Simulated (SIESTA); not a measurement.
The system is CuI (Marshite).

```
CELL_PARAMETERS angstrom
0.00000 3.03150 3.03150
3.03150 0.00000 3.03150
3.03150 3.03150 0.00000
ATOMIC_POSITIONS crystal
I 0.00000 0.00000 0.00000
Cu 0.75000 0.75000 0.75000
```

Base run:

| Property | Result |
| --- | --- |
| Program | SIESTA 5.4.2 |
| Functional | PBEsol |
| Potentials or basis | PseudoDojo 0.4 standard (PBEsol files) |
| Basis | DZP (energy shift 0.003 Ry; two zetas on semicore shells) |
| Grid cutoff | 800 Ry |
| Energy shift | 0.003 Ry |
| k mesh | 8 × 8 × 8 |
| Occupations | fermi-dirac, width 0.05 eV |
| Spin | no spin polarisation |

Its results: band gap on the k mesh 1.59 eV, direct; pressure -1.6 GPa.

**Question.** The run is repeated on the same cell with these changes: functional from PBEsol to AM05. What comes out?

**Answer.** Band gap on the k mesh 1.71 eV, direct; pressure -0.9 GPa.

Caveats: short orbitals over semicore shells can move pressures by several GPa; spin-orbit coupling is left out, which moves the levels of the heavy elements; the basis of atomic orbitals isn't converged, which shifts pressures, moduli and gaps; the potentials were made for another functional, which shifts forces and pressure (some runs).

Not every run made on this cell is shown here.
